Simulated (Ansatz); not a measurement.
Si2W:

```
CELL_PARAMETERS angstrom
4.61685 0.00000 0.00000
-2.30843 3.99831 0.00000
0.00000 0.00000 6.65322
ATOMIC_POSITIONS crystal
W 0.50000 0.00000 0.50000
W 0.50000 0.50000 0.83333
W 0.00000 0.50000 0.16667
Si 0.32725 0.16363 0.16667
Si 0.83637 0.16363 0.83333
Si 0.16363 0.32725 0.50000
Si 0.67275 0.83637 0.16667
Si 0.16363 0.83637 0.83333
Si 0.83637 0.67275 0.50000
```

Measurements of this composition are mostly on another form, of space group No. 139.

- Program: Ansatz 0.2.0
- Task: relaxation of cell and atoms
- Functional: PBEsol
- Potentials or basis: Ansatz PAW
- Cutoff: 420 eV (not typed: the program's choice for these potentials)
- k mesh: 7 × 7 × 4
- Occupations: fermi-dirac, width 0.05 eV
- Spin: no spin polarisation

At the start: volume 13.65 Å³/atom.

Question: Where does the relaxation end?

Answer: It ends after 5 steps and the volume is 13.31 Å³/atom (-2.5 %); space group P6_222 (No. 180, to 0.05 Å).

Step by step:
```csv
step,energy change (eV),largest force (eV/Å),volume (Å³)
1,0.0000,0.0354,122.82
2,-0.0432,0.0739,118.35
3,-0.0559,0.0074,119.82
4,-0.0559,0.0024,119.76
5,-0.0552,0.0024,119.76
```

Final structure:
```cif
data_structure
_symmetry_space_group_name_H-M 'P 1'
_symmetry_Int_Tables_number 1
_cell_length_a 4.5765
_cell_length_b 4.5765
_cell_length_c 6.6023
_cell_angle_alpha 90.000
_cell_angle_beta 90.000
_cell_angle_gamma 120.000
_cell_volume 119.76
loop_
_atom_site_label
_atom_site_type_symbol
_atom_site_fract_x
_atom_site_fract_y
_atom_site_fract_z
_atom_site_occupancy
W1 W 0.50000 0.00000 0.50000 1
W2 W 0.50000 0.50000 0.83333 1
W3 W 0.00000 0.50000 0.16667 1
Si1 Si 0.32761 0.16380 0.16667 1
Si2 Si 0.83620 0.16380 0.83333 1
Si3 Si 0.16380 0.32761 0.50000 1
Si4 Si 0.67239 0.83620 0.16667 1
Si5 Si 0.16380 0.83620 0.83333 1
Si6 Si 0.83620 0.67239 0.50000 1
```

Caveat: the plane-wave basis is chosen anew once the cell has moved, so the energies of steps on either side of that aren't comparable; the PAW data sets come from PBE, with cores solved anew for the run's functional, which leaves a small shift of forces and pressure.
